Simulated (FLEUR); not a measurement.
# H (I4/mmm) in FLEUR: notebook

The runs below take H through single point, with PBE.

Everything below comes from runs of FLEUR MaX-R8.1 (later development tree). Logs are shortened: lines on timing, memory, paths and dates and some standing lists are left out, and cuts for length are marked.

### 1 The crystal as given

The structure is tetragonal, space group I4/mmm (No. 139). Conventional cell: a = 3.383 Å, b = 3.383 Å, c = 4.117 Å, α = 90.00°, β = 90.00°, γ = 90.00°. H (site symmetry 4mm) has 1 H at 0.74 Å as nearest neighbours.

### 2 Single point, PBE

The input, inp.xml:

```xml
<?xml version="1.0" encoding="UTF-8" standalone="no"?>
<fleurInput fleurInputVersion="0.39">
   <comment>
      H                                                                                                   
   </comment>
   <calculationSetup>
      <cutoffs Kmax="6.3" Gmax="27" GmaxXC="27" numbands="0"/>
      <scfLoop itmax="60" minDistance="0.00001" maxIterBroyd="15" imix="Anderson" alpha="0.05" precondParam="0.0" spinf="2.0" sdNocoIR="T"/>
      <coreElectrons ctail="T" frcor="F" kcrel="0" coretail_lmax="0"/>
      <xcFunctional name="pbe" relativisticCorrections="F"/>
      <magnetism jspins="1"/>
      <soc l_soc="F" theta="0.0" phi="0.0" spav="F"/>
      <expertModes spex="0" secvar="F"/>
      <geometryOptimization l_f="T" forcealpha="1.0" forcemix="BFGS" epsdisp="0.0005" epsforce="0.0002"/>
      <ldaU l_linMix="F" mixParam="0.05" spinf="1.0"/>
   </calculationSetup>
   <cell>
      <bzIntegration valenceElectrons="2.0" mode="hist" fermiSmearingEnergy="0.00183747">
         <kPointListSelection listName="default-1"/>
         <!-- k-points included here -->
         <xi:include xmlns:xi="http://www.w3.org/2001/XInclude" href="kpts.xml"> </xi:include>
      </bzIntegration>
      <!-- symmetry operations included here -->
      <xi:include xmlns:xi="http://www.w3.org/2001/XInclude" href="sym.xml"> </xi:include>
      <bulkLattice scale="1.0">
         <bravaisMatrix>
            <row-1>   -3.1965368786204147     3.1965368786204147     3.8899520757125989</row-1>
            <row-2>    3.1965368786204147    -3.1965368786204147     3.8899520757125989</row-2>
            <row-3>    3.1965368786204147     3.1965368786204147    -3.8899520757125989</row-3>
         </bravaisMatrix>
      </bulkLattice>
   </cell>
   <atomSpecies>
      <species name="Hydrogen (H)" element="H" atomicNumber="1">
         <mtSphere radius="0.63" gridPoints="217" logIncrement="0.035"/>
         <atomicCutoffs lmax="8" lnonsphr="6"/>
         <electronConfig flipSpins="F">
            <coreConfig></coreConfig>
            <valenceConfig>(1s1/2)</valenceConfig>
            <stateOccupation state="(1s1/2)" spinUp="0.500000" spinDown="0.500000"/>
         </electronConfig>
         <energyParameters s="1" p="2" d="3" f="4"/>
         <lo type="SCLO" l="0" n="1" eDeriv="2"/>
         <lo type="SCLO" l="1" n="2" eDeriv="2"/>
      </species>
   </atomSpecies>
   <atomGroups>
      <atomGroup species="Hydrogen (H)">
         <relPos label="                   1">.0901377100 .0901377100 .0000000000</relPos>
         <relPos label="                   2">-.0901377100 -.0901377100 .0000000000</relPos>
         <force calculate="T" relaxXYZ="TTT"/>
      </atomGroup>
   </atomGroups>
   <output dos="F" band="F" slice="F">
      <checks vchk="F" cdinf="F"/>
      <bandDOS minEnergy="-.5*Htr" maxEnergy="0.5*Htr" sigma="0.015" storeEVData="T"/>
      <vacuumDOS vacdos="F" integ="F" star="F" nstars="0" locx1="0.0" locy1="0.0" locx2="0.0" locy2="0.0" nstm="0" tworkf="0.0"/>
      <unfoldingBand unfoldBand="F" supercellX="1" supercellY="1" supercellZ="1"/>
      <plotting iplot="0" polar="F">
         <plot TwoD="T" vec1="  1.0  0.0  0.0" vec2="  0.0  1.0  0.0" vec3="  0.0  0.0  1.0" zero="  0.0  0.0  0.0" file="plot"/>
      </plotting>
      <chargeDensitySlicing numkpt="0" minEigenval="0.0" maxEigenval="0.0" nnne="0" pallst="F"/>
      <specialOutput eonly="F"/>
      <moessbauerParams electricFieldGradient="T" isomerShift="T" coreHyperfine="T" valenceHyperfine="T"/>
      <magneticCircularDichroism mcd="F" energyLo="-10.0" energyUp="0.0"/>
   </output>
  <!-- We include the file relax.xml here to enable relaxations (see documentation) -->
  <xi:include xmlns:xi="http://www.w3.org/2001/XInclude" href="relax.xml"> <xi:fallback/> </xi:include>
</fleurInput>
```

The input, crystal.txt:

```
H
&input cartesian=F /
-1.6915344700  1.6915344700  2.0584739900
1.6915344700  -1.6915344700  2.0584739900
1.6915344700  1.6915344700  -2.0584739900
1.8897261246
1.0 1.0 1.0

2
1 0.0901377100  0.0901377100  0.0000000000
1 0.9098622900  0.9098622900  0.0000000000

&kpt div1=11 div2=11 div3=11 gamma=T /
```

Potentials or basis: all-electron, FLAPW.

The run is started by

```bash
> inpgen -f crystal.txt -profile fastHighL
> # inp.xml edited to the form shown
> fleur_MPI
```

Standard output:

```text
Welcome to FLEUR        (www.flapw.de)
      MaX-Release 8.1          (www.max-centre.eu)

 ========== k-point set info ==========
 Selected k-point list: default-1
 k-point list type: mesh
 11 x 11 x 11
 Number of k points: 126

 ------------Calculation Setup---------------------------
 Number of MPI-tasks      :            1
 Number of PE/node        :            1
 Number of OMP-threads    :            1
 Most efficient MPI parallelization for:
           1           2           3           6           7           9          14          18          21          42          63         126
 Additional eigenvalue parallelization possible
 Number of basis functions:          708
 Approximate size of matrices (H+S) per k-point:         0.007 GB
 --------------------------------------------------------
Nuclear radius smaller than smallest radial mesh point for atom type 1 -- skipping its core isomer shift
Nuclear radius smaller than smallest radial mesh point for atom type 1 -- skipping its isomer shift
 Iteration:     1   Distance:      13.92654140 me/bohr^3
Nuclear radius smaller than smallest radial mesh point for atom type 1 -- skipping its core isomer shift
Nuclear radius smaller than smallest radial mesh point for atom type 1 -- skipping its isomer shift
 Iteration:     2   Distance:      13.06531125 me/bohr^3
Nuclear radius smaller than smallest radial mesh point for atom type 1 -- skipping its core isomer shift
Nuclear radius smaller than smallest radial mesh point for atom type 1 -- skipping its isomer shift
 Iteration:     3   Distance:       0.52652292 me/bohr^3
Nuclear radius smaller than smallest radial mesh point for atom type 1 -- skipping its core isomer shift
Nuclear radius smaller than smallest radial mesh point for atom type 1 -- skipping its isomer shift
 Iteration:     4   Distance:       0.41236881 me/bohr^3
Nuclear radius smaller than smallest radial mesh point for atom type 1 -- skipping its core isomer shift
Nuclear radius smaller than smallest radial mesh point for atom type 1 -- skipping its isomer shift
 Iteration:     5   Distance:       0.03831031 me/bohr^3
Nuclear radius smaller than smallest radial mesh point for atom type 1 -- skipping its core isomer shift
Nuclear radius smaller than smallest radial mesh point for atom type 1 -- skipping its isomer shift
 Iteration:     6   Distance:       0.01202681 me/bohr^3
Nuclear radius smaller than smallest radial mesh point for atom type 1 -- skipping its core isomer shift
Nuclear radius smaller than smallest radial mesh point for atom type 1 -- skipping its isomer shift
 Iteration:     7   Distance:       0.00212535 me/bohr^3
Nuclear radius smaller than smallest radial mesh point for atom type 1 -- skipping its core isomer shift
Nuclear radius smaller than smallest radial mesh point for atom type 1 -- skipping its isomer shift
 Iteration:     8   Distance:       0.00062787 me/bohr^3
Nuclear radius smaller than smallest radial mesh point for atom type 1 -- skipping its core isomer shift
Nuclear radius smaller than smallest radial mesh point for atom type 1 -- skipping its isomer shift
 Iteration:     9   Distance:       0.00001342 me/bohr^3
Nuclear radius smaller than smallest radial mesh point for atom type 1 -- skipping its core isomer shift
Nuclear radius smaller than smallest radial mesh point for atom type 1 -- skipping its isomer shift
 Iteration:    10   Distance:       0.00000540 me/bohr^3
Nuclear radius smaller than smallest radial mesh point for atom type 1 -- skipping its core isomer shift
Nuclear radius smaller than smallest radial mesh point for atom type 1 -- skipping its isomer shift
 Reset of history

 ********************************************************************
 Run finished successfully
 Stop message:
   Structural relaxation: new displacements generated
 ********************************************************************
```

Run time: 2.3 min. Hardware: 1 thread of Arm Neoverse V2, shared host; peak memory 0.1 GiB.

What came out:

- Free energy: -31.7411 eV
- Largest force: 0.293 eV/Å
- Band gap on the k mesh: 9.04 eV, indirect (least direct gap 9.83 eV)
- Valence electrons inside the program's atomic spheres: H 0.20 (radii H 0.63 bohr)

Forces on the atoms (eV/Å):
```
H    0.000  0.000  0.293
H    0.000  0.000 -0.293
```

Caveat: the plane-wave cutoff is short for the small spheres of the light atoms, so energies, forces and moduli aren't converged; an odd mesh through Γ misses points on the zone boundary, where band edges often lie.

### 3 Single point, PBE (atoms moved at random, drawn with an rms of 0.05 Å)

inp.xml: that of step 2 with these lines changed.

```diff
@@ -48,4 +48,4 @@
       <atomGroup species="Hydrogen (H)">
-         <relPos label="                   1">.0901377100 .0901377100 .0000000000</relPos>
-         <relPos label="                   2">-.0901377100 -.0901377100 .0000000000</relPos>
+         <relPos label="                   1">.0836185000 .0779675000 -.0179290000</relPos>
+         <relPos label="                   2">-.0836185000 -.0779675000 .0179290000</relPos>
          <force calculate="T" relaxXYZ="TTT"/>
```

crystal.txt: that of step 2 with these lines changed.

```diff
@@ -9,4 +9,4 @@
 2
-1 0.0901377100  0.0901377100  0.0000000000
-1 0.9098622900  0.9098622900  0.0000000000
+1 0.0819900000  0.0912190000  -0.0005560000
+1 0.9147530000  0.9352840000  0.0353020000
```

Potentials or basis: all-electron, FLAPW.

The run is started by

```bash
> inpgen -f crystal.txt -profile fastHighL
> # inp.xml edited to the form shown
> fleur_MPI
```

Standard output:

```text
Welcome to FLEUR        (www.flapw.de)
      MaX-Release 8.1          (www.max-centre.eu)

 ========== k-point set info ==========
 Selected k-point list: default-1
 k-point list type: mesh
 11 x 11 x 11
 Number of k points: 666

 ------------Calculation Setup---------------------------
 Number of MPI-tasks      :            1
 Number of PE/node        :            1
 Number of OMP-threads    :            1
 Most efficient MPI parallelization for:
           1           2           3           6           9          18          37          74         111         222         333         666
 Additional eigenvalue parallelization possible
 Number of basis functions:          708
 Approximate size of matrices (H+S) per k-point:         0.007 GB
 --------------------------------------------------------
Nuclear radius smaller than smallest radial mesh point for atom type 1 -- skipping its core isomer shift
Nuclear radius smaller than smallest radial mesh point for atom type 1 -- skipping its isomer shift
 Iteration:     1   Distance:      13.85702731 me/bohr^3
Nuclear radius smaller than smallest radial mesh point for atom type 1 -- skipping its core isomer shift
Nuclear radius smaller than smallest radial mesh point for atom type 1 -- skipping its isomer shift
 Iteration:     2   Distance:      13.00014638 me/bohr^3
Nuclear radius smaller than smallest radial mesh point for atom type 1 -- skipping its core isomer shift
Nuclear radius smaller than smallest radial mesh point for atom type 1 -- skipping its isomer shift
 Iteration:     3   Distance:       0.52253004 me/bohr^3
Nuclear radius smaller than smallest radial mesh point for atom type 1 -- skipping its core isomer shift
Nuclear radius smaller than smallest radial mesh point for atom type 1 -- skipping its isomer shift
 Iteration:     4   Distance:       0.40159396 me/bohr^3
Nuclear radius smaller than smallest radial mesh point for atom type 1 -- skipping its core isomer shift
Nuclear radius smaller than smallest radial mesh point for atom type 1 -- skipping its isomer shift
 Iteration:     5   Distance:       0.03631643 me/bohr^3
Nuclear radius smaller than smallest radial mesh point for atom type 1 -- skipping its core isomer shift
Nuclear radius smaller than smallest radial mesh point for atom type 1 -- skipping its isomer shift
 Iteration:     6   Distance:       0.01226369 me/bohr^3
Nuclear radius smaller than smallest radial mesh point for atom type 1 -- skipping its core isomer shift
Nuclear radius smaller than smallest radial mesh point for atom type 1 -- skipping its isomer shift
 Iteration:     7   Distance:       0.00204475 me/bohr^3
Nuclear radius smaller than smallest radial mesh point for atom type 1 -- skipping its core isomer shift
Nuclear radius smaller than smallest radial mesh point for atom type 1 -- skipping its isomer shift
 Iteration:     8   Distance:       0.00061146 me/bohr^3
Nuclear radius smaller than smallest radial mesh point for atom type 1 -- skipping its core isomer shift
Nuclear radius smaller than smallest radial mesh point for atom type 1 -- skipping its isomer shift
 Iteration:     9   Distance:       0.00001426 me/bohr^3
Nuclear radius smaller than smallest radial mesh point for atom type 1 -- skipping its core isomer shift
Nuclear radius smaller than smallest radial mesh point for atom type 1 -- skipping its isomer shift
 Iteration:    10   Distance:       0.00000552 me/bohr^3
Nuclear radius smaller than smallest radial mesh point for atom type 1 -- skipping its core isomer shift
Nuclear radius smaller than smallest radial mesh point for atom type 1 -- skipping its isomer shift
 Reset of history

 ********************************************************************
 Run finished successfully
 Stop message:
   Structural relaxation: new displacements generated
 ********************************************************************
```

Run time: 12 min. Hardware: 1 thread of Arm Neoverse V2, shared host; peak memory 0.13 GiB.

What came out:

```
Free energy                                           : -31.7415 eV
Largest force                                         : 0.209 eV/Å
Band gap on the k mesh                                : 8.81 eV, indirect (least direct gap 9.56 eV)
Valence electrons inside the program's atomic spheres : H 0.20 (radii H 0.63 bohr)
```

Forces in eV/Å, atoms in the order of the input:
```
H   -0.018 -0.009  0.208
H    0.018  0.009 -0.208
```

Levels at points of the mesh, in eV from the valence-band top:
```csv
k point,band 1,band 2,band 3,band 4,band 5
"(0.00, 0.00, 0.00)",-2.35,13.62,17.08,23.51,23.53
```

Caveat: the plane-wave cutoff is short for the small spheres of the light atoms, so energies, forces and moduli aren't converged; an odd mesh through Γ misses points on the zone boundary, where band edges often lie.
